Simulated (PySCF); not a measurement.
# C (Fd-3m) in PySCF: notebook

One crystal, C, is run at these levels: PBE0 form with 5 % exact exchange, PBE0 form with 10 % exact exchange; tasks: atomic charges.

Program: PySCF 2.14.0. These are calculated values, not measurements. Logs are shortened: lines on timing, memory, paths and dates and some standing lists are left out, and cuts for length are marked.

## 1. Starting point

It takes space group Fd-3m (No. 227, cubic). Conventional cell: a = 3.567 Å, b = 3.567 Å, c = 3.567 Å, α = 90.00°, β = 90.00°, γ = 90.00°. Around C (site symmetry -43m) lie 4 C at 1.54 Å.

This isn't the form of C at room conditions, which is graphite.

## 2. Atomic charges, PBE0 form with 5 % exact exchange

run.py reads:

```python
import json
import numpy as np
from pyscf.pbc import gto, scf, dft, df
from pyscf.pbc.tools import pyscf_ase
from ase.spacegroup import crystal

atoms = crystal(['C'], [[0.25, 0.25, 0.25]],
                spacegroup=227, setting=1, cellpar=[3.56674, 3.56674, 3.56674, 90.0, 90.0, 90.0], primitive_cell=True)  # Fd-3m: C 8a
cell = pyscf_ase.cell_from_ase(atoms)
cell.basis = 'gth-dzvp'
cell.pseudo = 'gth-pbe'
cell.ke_cutoff = 130  # hartree
cell.exp_to_discard = 0.02
cell.precision = 1e-08
cell.max_memory = 5880  # MB
cell.verbose = 4
cell.build()

res = {}
kpts = cell.make_kpts([3, 3, 3])
mf = dft.KRKS(cell, kpts, xc='0.05*HF + 0.95*GGA_X_PBE, GGA_C_PBE', exxdiv='ewald')
mf = mf.density_fit()
mf.with_df._cderi_to_save = 'cderi.h5'
mf.with_df.build(j_only=False)
mf.conv_tol = 1e-07
mf.max_cycle = 60

mf.kernel()
res.update(converged=bool(mf.converged), e_tot=mf.e_tot, nelec=cell.nelectron, nao=cell.nao, mesh=list(map(int, cell.mesh)), a=cell.lattice_vectors().tolist(), coords=cell.atom_coords().tolist(),
           mo_energy=[np.real(x).tolist() for x in mf.mo_energy], mo_occ=[np.real(x).tolist() for x in mf.mo_occ])
res.update(kpts=cell.get_scaled_kpts(kpts).tolist())
res['parts'] = {k: float(np.real(v)) for k, v in mf.scf_summary.items() if np.isscalar(v)}
json.dump(res, open('results.json', 'w'))
if not mf.converged:
    raise SystemExit('SCF not converged')

print('levels (eV)')
for i, kp in enumerate(res['kpts'][:40]):
    print('k %7.4f %7.4f %7.4f  ' % tuple(kp), ' '.join('%.3f' % (x * 27.211386) for x in res['mo_energy'][i][:9]))

# Mulliken populations
dm, s = np.asarray(mf.make_rdm1()), np.asarray(mf.get_ovlp())
sites = cell.aoslice_by_atom()[:, 2:]
tot = np.einsum('kij,kji->i', dm, s).real / len(kpts)
res['mulliken'] = [cell.atom_charge(i) - tot[a0:a1].sum() for i, (a0, a1) in enumerate(sites)]
print('Mulliken charges', np.round(res['mulliken'], 5))
res['meta_lowdin'] = mf.mulliken_meta()[1].tolist()
res['done'] = True
json.dump(res, open('results.json', 'w'))
```

Potentials or basis: gth-dzvp/gth-pbe (potentials made for PBE).

Started as:

```
$ OMP_NUM_THREADS=4 python -u run.py > log
```

Log:

```text
Discarded 0 diffused primitive functions, 0 contracted functions

PySCF version 2.14.0

[INPUT] verbose = 4
[INPUT] num. atoms = 2
[INPUT] num. electrons = 8
[INPUT] charge = 0
[INPUT] spin (= nelec alpha-beta = 2S) = 0
[INPUT] symmetry False subgroup None
[INPUT] Mole.unit = angstrom
[INPUT] Symbol           X                Y                Z      unit          X                Y                Z       unit  Magmom
[INPUT]  1 C      0.891685000000   0.891685000000   0.891685000000 AA    1.685040439383   1.685040439383   1.685040439383 Bohr   0.0
[INPUT]  2 C      0.000000000000   0.000000000000   0.000000000000 AA    0.000000000000   0.000000000000   0.000000000000 Bohr   0.0

nuclear repulsion = -12.7873442517853
number of shells = 6
number of NR pGTOs = 42
number of NR cGTOs = 26
basis = gth-dzvp
ecp = {}
lattice vectors  a1 [0.000000000, 3.370080879, 3.370080879]
                 a2 [3.370080879, 0.000000000, 3.370080879]
                 a3 [3.370080879, 3.370080879, 0.000000000]
dimension = 3
low_dim_ft_type = None
Cell volume = 76.551
exp_to_discard = 0.02
rcut = 22.07448407082675 (nimgs = [6 6 6])
precision = 1e-08
pseudo = gth-pbe
ke_cutoff = 130
    = [27 27 27] mesh (19683 PWs)

******** <class 'pyscf.pbc.df.df.GDF'> ********
auxbasis = None
exp_to_discard = 0.02
len(kpts) = 27
ETB for C: l = 0, exps = 0.2375755314 * 2^n , n = 0..5
ETB for C: l = 1, exps = 0.2375755314 * 2^n , n = 0..5
ETB for C: l = 2, exps = 0.2375755314 * 2^n , n = 0..5
ETB for C: l = 3, exps = 0.51120747699931 * 2^n , n = 0..2
ETB for C: l = 4, exps = 1.1 * 2^n , n = 0..0

WARN: Even tempered Gaussians are generated as DF auxbasis for  C

Drop 0 primitive fitting functions
make aux basis, num shells = 44, num cGTOs = 168
auxcell.rcut 13.579969116844692

******** <class 'pyscf.pbc.df.rsdf_builder._RSGDFBuilder'> ********
mesh = [7 7 7] (343 PWs)
ke_cutoff = 7.820987783572838
omega = 0.34121249501821643
exclude_d_aux = True
exclude_dd_block = True
j2c_eig_always = False
has_long_range = True

******** <class 'pyscf.pbc.dft.krks.KRKS'> ********
method = KRKS
initial guess = minao
damping factor = 0
level_shift factor = 0
DIIS = <class 'pyscf.scf.diis.CDIIS'>
diis_start_cycle = 1
diis_space = 8
diis_damp = 0
SCF conv_tol = 1e-07
SCF conv_tol_grad = None
SCF max_cycles = 60
direct_scf = True
direct_scf_tol = 1e-13

******** PBC SCF flags ********
N kpts = 27
Exchange divergence treatment (exxdiv) = ewald
    madelung (= occupied orbital energy shift) = 0.22674342441860365
    Total energy shift due to Ewald probe charge = -1/2 * Nelec*madelung = -0.906973697674
DF object = <pyscf.pbc.df.df.GDF object>
XC functionals = 0.05*HF + 0.95*GGA_X_PBE, GGA_C_PBE
small_rho_cutoff = 0
radial grids:
    Treutler-Ahlrichs [JCP 102, 346 (1995); DOI:10.1063/1.469408] (M4) radial grids

becke partition: Becke, JCP 88, 2547 (1988); DOI:10.1063/1.454033
pruning grids: <function nwchem_prune>
grids dens level: 3
symmetrized grids: False
atomic radii adjust function: <function treutler_atomic_radii_adjust>
Set gradient conv threshold to 0.000316228

******** <class 'pyscf.pbc.df.rsdf_builder._RSNucBuilder'> ********
mesh = [9 9 9] (729 PWs)
ke_cutoff = 13.903978281907268
omega = 0.4704335680132057
exclude_d_aux = False
exclude_dd_block = True
j2c_eig_always = False
has_long_range = True
tot grids = 26425
cell vol = 76.5510173  sum(weights) = 76.9034133
nelec by numeric integration = 8.010476811453355
init E= -11.7669188040464
  HOMO = 0.445109456487  LUMO = 0.622339075014  gap/eV = 4.82266
nelec by numeric integration = 8.004301527048224
cycle= 1 E= -11.3532860437516  delta_E= 0.414  |g|= 0.712  |ddm|= 48.9
  HOMO = 0.497290797418  LUMO = 0.661478466187  gap/eV = 4.46777
nelec by numeric integration = 8.005042190538123
cycle= 2 E= -11.3576860080252  delta_E= -0.0044  |g|= 0.144  |ddm|= 61.3
  HOMO = 0.486286544987  LUMO = 0.65536657665  gap/eV = 4.60090
nelec by numeric integration = 8.004914565807919
cycle= 3 E= -11.3578703982871  delta_E= -0.000184  |g|= 0.000816  |ddm|= 12.4
  HOMO = 0.486292556344  LUMO = 0.655350252534  gap/eV = 4.60029
nelec by numeric integration = 8.00491560632624
cycle= 4 E= -11.3578704062363  delta_E= -7.95e-09  |g|= 3.49e-05  |ddm|= 0.0773
  HOMO = 0.486289976807  LUMO = 0.655348910763  gap/eV = 4.60033
nelec by numeric integration = 8.004915580479144
Extra cycle  E= -11.3578704062425  delta_E= -6.14e-12  |g|= 2.23e-05  |ddm|= 0.00315
converged SCF energy = -11.3578704062425
levels (eV)
k  0.0000  0.0000  0.0000   -8.584 13.233 13.233 13.233 19.330 19.330 19.330 27.137 40.790
k  0.0000  0.0000  0.3333   -5.569 3.684 10.875 10.875 22.060 22.060 22.360 29.204 37.076
k  0.0000  0.0000  0.6667   -5.569 3.684 10.875 10.875 22.060 22.060 22.360 29.204 37.076
k -0.0000  0.3333  0.0000   -5.569 3.684 10.875 10.875 22.060 22.060 22.360 29.204 37.076
k -0.0000  0.3333  0.3333   -4.573 5.926 7.826 7.826 17.833 21.459 27.961 27.961 35.962
k  0.0000  0.3333  0.6667   -1.100 2.083 3.673 8.464 20.046 26.812 27.455 28.888 31.114
[... 19 lines left out ...]
k  0.6667  0.6667  0.3333   -1.100 2.083 3.673 8.464 20.046 26.812 27.455 28.888 31.114
k  0.6667  0.6667  0.6667   -5.569 3.684 10.875 10.875 22.060 22.060 22.360 29.204 37.076
Mulliken charges [-0.00201  0.00201]
 ** Mulliken pop on meta-lowdin orthogonal AOs **
 ** Mulliken pop  **
pop of  0 C 2s            0.89530
pop of  0 C 3s            0.00270
pop of  0 C 2px           1.02986
pop of  0 C 2py           1.02986
pop of  0 C 2pz           1.02986
pop of  0 C 3px           0.00251
pop of  0 C 3py           0.00251
pop of  0 C 3pz           0.00251
pop of  0 C 3dxy          0.00147
pop of  0 C 3dyz          0.00147
pop of  0 C 3dz^2         0.00024
pop of  0 C 3dxz          0.00147
pop of  0 C 3dx2-y2       0.00024
pop of  1 C 2s            0.89529
pop of  1 C 3s            0.00271
pop of  1 C 2px           1.02985
pop of  1 C 2py           1.02985
pop of  1 C 2pz           1.02985
pop of  1 C 3px           0.00251
pop of  1 C 3py           0.00251
pop of  1 C 3pz           0.00251
pop of  1 C 3dxy          0.00147
pop of  1 C 3dyz          0.00147
pop of  1 C 3dz^2         0.00024
pop of  1 C 3dxz          0.00147
pop of  1 C 3dx2-y2       0.00024
 ** Mulliken atomic charges  **
charge of    0C =     -0.00001
charge of    1C =      0.00001
```

Wall time 3 min (4 threads of Intel Xeon at 2.50GHz (Skylake/Cascade Lake), shared host); peak memory 1.4 GiB.

What came out:

| Property | Result |
| --- | --- |
| Free energy | -309.0634 eV |
| Band gap on the k mesh | 4.60 eV, indirect (least direct gap 6.10 eV) |

Caveat: the k mesh is coarse (spacing up to 1.02 Å⁻¹), so the values aren't converged, least of all with exact exchange; on so small a mesh gaps with full-range exact exchange can be off by tenths of an eV to over 1 eV; the default atom-centred grid shifts energies of crystals by up to some 10 meV an atom and pressures by some 0.5 GPa; an odd mesh through Γ misses points on the zone boundary, where band edges often lie; the basis of atomic orbitals isn't converged, which shifts pressures, moduli and gaps.

## 3. Atomic charges, PBE0 form with 10 % exact exchange

run.py, as its differences from that of step 2:

```diff
@@ -20,6 +20,5 @@
 kpts = cell.make_kpts([3, 3, 3])
-mf = dft.KRKS(cell, kpts, xc='0.05*HF + 0.95*GGA_X_PBE, GGA_C_PBE', exxdiv='ewald')
+mf = dft.KRKS(cell, kpts, xc='0.1*HF + 0.9*GGA_X_PBE, GGA_C_PBE', exxdiv='ewald')
 mf = mf.density_fit()
-mf.with_df._cderi_to_save = 'cderi.h5'
-mf.with_df.build(j_only=False)
+mf.with_df._cderi = 'cderi.h5'  # three-centre integrals saved by an earlier run on this cell, basis and mesh
 mf.conv_tol = 1e-07
```

Potentials or basis: gth-dzvp/gth-pbe (potentials made for PBE).

Started as:

```
$ OMP_NUM_THREADS=4 python -u run.py > log
```

Run time: 95 s. Hardware: 4 threads of Intel Xeon at 2.50GHz (Skylake/Cascade Lake), shared host; peak memory 1.3 GiB.

The run converged. Its results:

| Item | Value |
| --- | --- |
| Free energy | -309.0882 eV |
| Band gap on the k mesh | 5.04 eV, indirect (least direct gap 6.59 eV) |

Levels at points of the mesh, in eV from the valence-band top:
```
           k point  band 1  band 2  band 3  band 4  band 5  band 6  band 7  band 8  band 9
(0.00, 0.00, 0.00)  -22.20    0.00    0.00    0.00    6.59    6.59    6.59   14.50   28.11
```

Caveat: the k mesh is coarse (spacing up to 1.02 Å⁻¹), so the values aren't converged, least of all with exact exchange; on so small a mesh gaps with full-range exact exchange can be off by tenths of an eV to over 1 eV; the default atom-centred grid shifts energies of crystals by up to some 10 meV an atom and pressures by some 0.5 GPa; an odd mesh through Γ misses points on the zone boundary, where band edges often lie; the basis of atomic orbitals isn't converged, which shifts pressures, moduli and gaps.
